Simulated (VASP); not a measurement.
# La (P6_3/mmc) in VASP: further runs

The runs below take La through relaxation of cell and atoms, with PBEsol, PBE.

Everything below comes from runs of VASP 6.6.1. Logs are shortened: lines on timing, memory, paths and dates and some standing lists are left out, and cuts for length are marked.

**1. The structure**

Symmetry: P6_3/mmc, No. 194, hexagonal system. The conventional cell has a = 3.750 Å, b = 3.750 Å, c = 6.070 Å, α = 90.00°, β = 90.00°, γ = 120.00°. La (site symmetry -6m2) has 12 La at 3.73 to 3.75 Å as nearest neighbours.

This isn't the form of La at room conditions, which is double hcp.

**2. Relaxation of cell and atoms, PBEsol**

INCAR

```
  PREC = Accurate
  ENCUT = 600
  EDIFF = 1E-6
  ISMEAR = 1
  SIGMA = 0.1
  LREAL = False
  LASPH = True
  NELM = 80
  ALGO = Normal
  ISIF = 3
  LWAVE = False
  LCHARG = False
  GGA = PS
  IBRION = 2
  NSW = 90
  EDIFFG = -0.01
```

KPOINTS

```
Automatic mesh
0
Gamma
  12 12 6
```

POSCAR

```
La
1.0
    3.7500000000      0.0000000000      0.0000000000
   -1.8750000000      3.2475952600      0.0000000000
    0.0000000000      0.0000000000      6.0700000000
La
2
Direct
    0.3333333300      0.6666666700      0.2500000000
    0.6666666700      0.3333333300      0.7500000000
```

Potentials or basis: VASP PAW PBE potentials, release 64 (La).

The run is started by

```bash
$ cat potpaw_PBE.64/La/POTCAR > POTCAR
$ mpirun -np 1 vasp_std > vasp.out
```

OUTCAR:

```text
PREC = Accurate
   ENCUT = 600
   EDIFF = 1E-6
   ISMEAR = 1
   LREAL = False
   LASPH = True
   NELM = 80
   ISIF = 3
   GGA = PS
   IBRION = 2
   NSW = 90
   EDIFFG = -0.01

 ion  position               nearest neighbor table
   1  0.333  0.667  0.250-
   2  0.667  0.333  0.750-

  LATTYP: Found a hexagonal cell.
 ALAT       =     3.7500000000
 C/A-ratio  =     1.6186666667

  Lattice vectors:

 A1 = (   3.7500000000,   0.0000000000,   0.0000000000)
 A2 = (  -1.8750000000,   3.2475952600,   0.0000000000)
 A3 = (   0.0000000000,   0.0000000000,   6.0700000000)

Analysis of symmetry for initial positions (statically):
=====================================================================
 Subroutine PRICEL returns:
 Original cell was already a primitive cell.

 Routine SETGRP: Setting up the symmetry group for a
 hexagonal supercell.

 Subroutine GETGRP returns: Found 24 space group operations
 (whereof 12 operations were pure point group operations)
 out of a pool of 24 trial point group operations.

The static configuration has the point symmetry D_3d.
 The point group associated with its full space group is D_6h.

Analysis of symmetry for dynamics (positions and initial velocities):
=====================================================================
 Subroutine PRICEL returns:
 Original cell was already a primitive cell.

 Routine SETGRP: Setting up the symmetry group for a
 hexagonal supercell.

 Subroutine GETGRP returns: Found 24 space group operations
 (whereof 12 operations were pure point group operations)
 out of a pool of 24 trial point group operations.

The dynamic configuration has the point symmetry D_3d.
 The point group associated with its full space group is D_6h.

 Subroutine INISYM returns: Found 24 space group operations
 (whereof 12 operations are pure point group operations),
 and found     1 'primitive' translations

----------------------------------------------------------------------------------------

                                     Primitive cell

  volume of cell :      73.9234

  direct lattice vectors                    reciprocal lattice vectors
     3.750000000  0.000000000  0.000000000     0.266666667  0.153960072  0.000000000
    -1.875000000  3.247595260  0.000000000     0.000000000  0.307920144  0.000000000
     0.000000000  0.000000000  6.070000000     0.000000000  0.000000000  0.164744646

  length of vectors
     3.750000000  3.749999996  6.070000000     0.307920144  0.307920144  0.164744646

[... 105 lines left out ...]
   GGA     = PS    functional components
   LHFCALC =     F    Hartree Fock is set to
   AEXX    =    0.0000 exact exchange contribution
   IVDW    =     0    specifies the selected vdW correction
   LEPSILON=     F    determine dielectric tensor
   LRPA    =     F    only Hartree local field effects (RPA)
 conjugate gradient relaxation of ions
 non-spin polarized calculation
 Methfessel and Paxton  Order N= 1 SIGMA  =   0.10
  energy-cutoff  :      600.00
  volume of cell :       73.92
 maximum number of plane-waves:      2503
 NGX is ok and might be reduce to    30
   NGX = 15   NGY = 15   NGZ = 25

--------------------------------------- Ionic step        1  -------------------------------------------

 number of electron      21.9999997 magnetization

 Free energy of the ion-electron system (eV)
  ---------------------------------------------------
  ext. energy  EPLUGINS =         0.00000000
  ---------------------------------------------------
  free energy    TOTEN  =       -10.59673678 eV

  energy without entropy =      -10.59671065  energy(sigma->0) =      -10.59672807

------------------------ aborting loop because EDIFF is reached ----------------------------------------

  FORCE on cell =-STRESS in cart. coord.  units (eV):
  Direction    XX          YY          ZZ          XY          YZ          ZX
  --------------------------------------------------------------------------------------
  -------------------------------------------------------------------------------------
  Total       -0.7598778     -0.7598778     -0.8265024      0.0000000      0.0000000      0.0000000
  in kB      -16.4691993    -16.4691993    -17.9131857      0.0000000      0.0000000      0.0000000
  external PRESSURE =     -16.9505281 kB  Pullay stress =       0.0000000 kB
[... 59 lines left out ...]
--------------------------------------- Ionic step        3  -------------------------------------------

 number of electron      22.0000002 magnetization

 Free energy of the ion-electron system (eV)
  ---------------------------------------------------
  ext. energy  EPLUGINS =         0.00000000
  ---------------------------------------------------
  free energy    TOTEN  =       -10.62283643 eV

  energy without entropy =      -10.62164997  energy(sigma->0) =      -10.62244094

 E-fermi :   8.4002     XC(G=0):  -9.9788

 val. band max:        8.3849533646   @ k =   0.2500   0.0833   0.5000
 cond. band min:       8.4067454064   @ k =   0.1667   0.0833   0.0000
 fundamental gap:      0.0217920418
 Fermi energy:         8.4002182990

 k-point     1 :       0.0000    0.0000    0.0000
  band No.  band energies     occupation
      1     -24.3305      2.00000
      2     -24.0597      2.00000
      3      -8.8265      2.00000
      4      -7.3455      2.00000
      5      -7.3455      2.00000
      6      -7.1155      2.00000
      7      -7.1155      2.00000
      8      -7.0760      2.00000
      9       5.2375      2.00000
     10       6.5510      2.00000
     11       9.5452     -0.00000
     12       9.7785     -0.00000
     13       9.7785     -0.00000
     14      10.0756     -0.00000
[... 401 lines left out ...]
      2     -24.0031      2.00000
      3      -8.5029      2.00000
      4      -8.2113      2.00000
      5      -8.0609      2.00000
      6      -7.6205      2.00000
      7      -7.3301      2.00000
      8      -7.2931      2.00000
      9       6.7783      2.00000
     10       7.1562      2.00000
     11       8.1478      2.00208
     12       8.6632     -0.00127
     13       9.6737     -0.00000
     14       9.9044     -0.00000
     15      10.1213     -0.00000

 [... further k-points ...]

------------------------ aborting loop because EDIFF is reached ----------------------------------------

  FORCE on cell =-STRESS in cart. coord.  units (eV):
  Direction    XX          YY          ZZ          XY          YZ          ZX
  --------------------------------------------------------------------------------------
  -------------------------------------------------------------------------------------
  Total       -0.0157494     -0.0157494     -0.0003169      0.0000000      0.0000000     -0.0000000
  in kB       -0.3647901     -0.3647901     -0.0073396      0.0000000      0.0000000     -0.0000000
  external PRESSURE =      -0.2456400 kB  Pullay stress =       0.0000000 kB
[... 17 lines left out ...]
  FREE ENERGIE OF THE ION-ELECTRON SYSTEM (eV)
  ---------------------------------------------------
  free  energy   TOTEN  =       -10.6228364277 eV

  energy  without entropy=      -10.6216499725  energy(sigma->0) =      -10.62244094

 reached required accuracy - stopping structural energy minimisation
```

OSZICAR:

```text
N       E                     dE             d eps       ncg     rms          rms(c)
DAV:   1     0.258511470098E+03    0.25851E+03   -0.89142E+03  2280   0.224E+03
DAV:   2     0.309221487397E+02   -0.22759E+03   -0.22578E+03  3488   0.351E+02
[... 29 lines left out ...]
DAV:   4    -0.106227637100E+02   -0.16529E-04   -0.23577E-03  4536   0.552E-01    0.320E-02
DAV:   5    -0.106228198647E+02   -0.56155E-04   -0.18226E-04  4401   0.108E-01    0.299E-02
DAV:   6    -0.106228365029E+02   -0.16638E-04   -0.83941E-05  4522   0.854E-02    0.103E-02
DAV:   7    -0.106228350238E+02    0.14791E-05   -0.10335E-05  3488   0.378E-02    0.441E-03
DAV:   8    -0.106228367612E+02   -0.17374E-05   -0.32809E-06  3311   0.208E-02    0.127E-03
DAV:   9    -0.106228364277E+02    0.33351E-06   -0.22090E-07  2113   0.734E-03
   3 F= -.10622836E+02 E0= -.10622441E+02  d E =-.260996E-01
```

CONTCAR:

```text
La
   1.00000000000000
     3.6702088575926606    0.0000000000000000    0.0000000000000000
    -1.8351044287963303    3.1784941039458272   -0.0000000000000000
    -0.0000000000000000    0.0000000000000000    5.9295206631337711
  La
     2
Direct
     0.3333333300000021    0.6666666699999979    0.2500000000000000
     0.6666666699999979    0.3333333300000021    0.7500000000000000

  0.00000000E+00  0.00000000E+00  0.00000000E+00
  0.00000000E+00  0.00000000E+00  0.00000000E+00
```

Run time: 2.1 min. Hardware: 1 thread of Intel Xeon 6975P-C (Granite Rapids), shared host; peak memory 0.28 GiB.

Results:

| Quantity | Value |
| --- | --- |
| Free energy | -10.6228 eV |
| Relaxed volume | 34.59 Å³/atom |
| Relaxed cell | a = 3.670 Å, b = 3.670 Å, c = 5.930 Å, α = 90.00°, β = 90.00°, γ = 120.00° |
| Space group after relaxing (to 0.05 Å) | P6_3/mmc (No. 194) |
| Energy gained by relaxing | 13.0 meV/atom |
| Ionic steps | 3 |
| Pressure after relaxing | 0.0 GPa |
| Band gap on the k mesh | none (metal or under the smearing width) |

The path:
```csv
step,energy change (eV),largest force (eV/Å),pressure (GPa),volume (Å³)
1,0.0000,0.0000,-1.70,73.92
2,-0.0255,0.0000,-0.26,69.82
3,-0.0261,0.0000,-0.02,69.17
```

Final structure:
```xyz
2
Lattice="3.6702 0.0000 0.0000 -1.8351 3.1785 0.0000 0.0000 0.0000 5.9295" Properties=species:S:1:pos:R:3 pbc="T T T"
La    0.0000    2.1190    1.4824
La    1.8351    1.0595    4.4471
```

Caveat: the PAW data sets were made with another functional, which shifts forces and pressure a little.

**3. Relaxation of cell and atoms, PBEsol**

This run uses another cell than the first one, of 34.59 Å³/atom, 0.936 times its volume.

Edit INCAR of step 2 so:

```diff
@@ -2,3 +2,3 @@
   ENCUT = 600
-  EDIFF = 1E-6
+  EDIFF = 1E-7
   ISMEAR = 1
@@ -15,2 +15,2 @@
   NSW = 90
-  EDIFFG = -0.01
+  EDIFFG = -0.005
```

KPOINTS is that of step 2.

POSCAR

```
La                                      
1.0
    3.6702088576      0.0000000000      0.0000000000
   -1.8351044288      3.1784941039     -0.0000000000
   -0.0000000000      0.0000000000      5.9295206631
  La            
     2
Direct
     0.3333333300000021    0.6666666699999979    0.2500000000000000
     0.6666666699999979    0.3333333300000021    0.7500000000000000
```

Potentials or basis: VASP PAW PBE potentials, release 64 (La).

The run is started by

```bash
$ cat potpaw_PBE.64/La/POTCAR > POTCAR
$ mpirun -np 1 vasp_std > vasp.out
```

OUTCAR:

```text
PREC = Accurate
   ENCUT = 600
   EDIFF = 1E-7
   ISMEAR = 1
   LREAL = False
   LASPH = True
   NELM = 80
   ISIF = 3
   GGA = PS
   IBRION = 2
   NSW = 90
   EDIFFG = -0.005

 ion  position               nearest neighbor table
   1  0.333  0.667  0.250-   2 3.64   2 3.64   2 3.64   2 3.64   2 3.64   2 3.64
   2  0.667  0.333  0.750-   1 3.64   1 3.64   1 3.64   1 3.64   1 3.64   1 3.64

  LATTYP: Found a hexagonal cell.
 ALAT       =     3.6702088576
 C/A-ratio  =     1.6155812634

  Lattice vectors:

 A1 = (   3.6702088576,   0.0000000000,   0.0000000000)
 A2 = (  -1.8351044288,   3.1784941039,   0.0000000000)
 A3 = (   0.0000000000,   0.0000000000,   5.9295206631)

Analysis of symmetry for initial positions (statically):
=====================================================================
 Subroutine PRICEL returns:
 Original cell was already a primitive cell.

 Routine SETGRP: Setting up the symmetry group for a
 hexagonal supercell.

 Subroutine GETGRP returns: Found 24 space group operations
 (whereof 12 operations were pure point group operations)
 out of a pool of 24 trial point group operations.

The static configuration has the point symmetry D_3d.
 The point group associated with its full space group is D_6h.

Analysis of symmetry for dynamics (positions and initial velocities):
=====================================================================
 Subroutine PRICEL returns:
 Original cell was already a primitive cell.

 Routine SETGRP: Setting up the symmetry group for a
 hexagonal supercell.

 Subroutine GETGRP returns: Found 24 space group operations
 (whereof 12 operations were pure point group operations)
 out of a pool of 24 trial point group operations.

The dynamic configuration has the point symmetry D_3d.
 The point group associated with its full space group is D_6h.

[... 178 lines left out ...]
  ---------------------------------------------------
  free  energy   TOTEN  =       -10.6227227285 eV

  energy  without entropy=      -10.6215363895  energy(sigma->0) =      -10.62232728

--------------------------------------- Ionic step        2  -------------------------------------------

 number of electron      22.0000003 magnetization

 Free energy of the ion-electron system (eV)
  ---------------------------------------------------
  ext. energy  EPLUGINS =         0.00000000
  ---------------------------------------------------
  free energy    TOTEN  =       -10.62273144 eV

  energy without entropy =      -10.62153101  energy(sigma->0) =      -10.62233130

 E-fermi :   8.4087     XC(G=0):  -9.9824

 val. band max:        8.3931429953   @ k =   0.2500   0.0833   0.5000
 cond. band min:       8.4154046604   @ k =   0.1667   0.0833   0.0000
 fundamental gap:      0.0222616651
 Fermi energy:         8.4086692616

 k-point     1 :       0.0000    0.0000    0.0000
  band No.  band energies     occupation
      1     -24.3210      2.00000
      2     -24.0497      2.00000
      3      -8.8186      2.00000
      4      -7.3337      2.00000
      5      -7.3337      2.00000
      6      -7.1036      2.00000
      7      -7.1036      2.00000
      8      -7.0650      2.00000
      9       5.2471      2.00000
     10       6.5591      2.00000
     11       9.5529     -0.00000
     12       9.7885     -0.00000
     13       9.7885     -0.00000
     14      10.0852     -0.00000
[... 401 lines left out ...]
      2     -23.9926      2.00000
      3      -8.4945      2.00000
      4      -8.2027      2.00000
      5      -8.0519      2.00000
      6      -7.6095      2.00000
      7      -7.3194      2.00000
      8      -7.2819      2.00000
      9       6.7865      2.00000
     10       7.1636      2.00000
     11       8.1565      2.00210
     12       8.6715     -0.00128
     13       9.6846     -0.00000
     14       9.9154     -0.00000
     15      10.1332     -0.00000

 [... further k-points ...]

------------------------ aborting loop because EDIFF is reached ----------------------------------------

  FORCE on cell =-STRESS in cart. coord.  units (eV):
  Direction    XX          YY          ZZ          XY          YZ          ZX
  --------------------------------------------------------------------------------------
  -------------------------------------------------------------------------------------
  Total       -0.0049583     -0.0049583      0.0075387      0.0000000      0.0000000      0.0000000
  in kB       -0.1149424     -0.1149424      0.1747603      0.0000000      0.0000000      0.0000000
  external PRESSURE =      -0.0183748 kB  Pullay stress =       0.0000000 kB

 VOLUME and BASIS-vectors are now :
 -----------------------------------------------------------------------------
  energy-cutoff  :      600.00
  volume of cell :       69.11
      direct lattice vectors                 reciprocal lattice vectors
     3.668723310 -0.000000000  0.000000000     0.272574385  0.157370895  0.000000000
    -1.834361655  3.177207582  0.000000000     0.000000000  0.314741790  0.000000000
     0.000000000 -0.000000000  5.929283488    -0.000000000 -0.000000000  0.168654442

 POSITION                                       TOTAL-FORCE (eV/Angst)
 -----------------------------------------------------------------------------------
     -0.00000      2.11814      1.48232         0.000000     -0.000000      0.000000
      1.83436      1.05907      4.44696        -0.000000      0.000000      0.000000
 -----------------------------------------------------------------------------------
    total drift:                               -0.000008      0.000005     -0.000000

  FREE ENERGIE OF THE ION-ELECTRON SYSTEM (eV)
  ---------------------------------------------------
  free  energy   TOTEN  =       -10.6227314407 eV

  energy  without entropy=      -10.6215310128  energy(sigma->0) =      -10.62233130

 reached required accuracy - stopping structural energy minimisation
```

Wall time 78 s (1 thread of Intel Xeon 6975P-C (Granite Rapids), shared host); peak memory 0.28 GiB.

Results:

* Free energy: -10.6227 eV
* Relaxed volume: 34.56 Å³/atom
* Relaxed cell: a = 3.669 Å, b = 3.669 Å, c = 5.929 Å, α = 90.00°, β = 90.00°, γ = 120.00°
* Space group after relaxing (to 0.05 Å): P6_3/mmc (No. 194)
* Energy gained by relaxing: 0.0 meV/atom
* Ionic steps: 2
* Pressure after relaxing: 0.0 GPa
* Band gap on the k mesh: none (metal or under the smearing width)

Final structure:
```xyz
2
Lattice="3.6687 0.0000 0.0000 -1.8344 3.1772 0.0000 0.0000 0.0000 5.9293" Properties=species:S:1:pos:R:3 pbc="T T T"
La    0.0000    2.1181    1.4823
La    1.8344    1.0591    4.4470
```

Levels at points of the mesh, in eV from the Fermi level:
```csv
k point,band 7,band 8,band 9,band 10,band 11,band 12,band 13,band 14,band 15
"(0.00, 0.00, 0.00)",-15.51,-15.47,-3.16,-1.85,1.14,1.38,1.38,1.68,1.78
"(0.50, 0.00, 0.00)",-15.91,-15.72,-1.77,-1.24,-1.17,1.27,1.44,1.48,1.61
"(0.00, 0.00, 0.50)",-15.63,-15.63,-1.80,-1.80,0.69,0.69,1.43,1.43,1.43
"(0.50, 0.00, 0.50)",-15.93,-15.93,-1.78,-1.78,-0.47,-0.47,1.75,1.75,1.93
```

Caveat: the PAW data sets were made with another functional, which shifts forces and pressure a little.

[end of part 1 of 2]
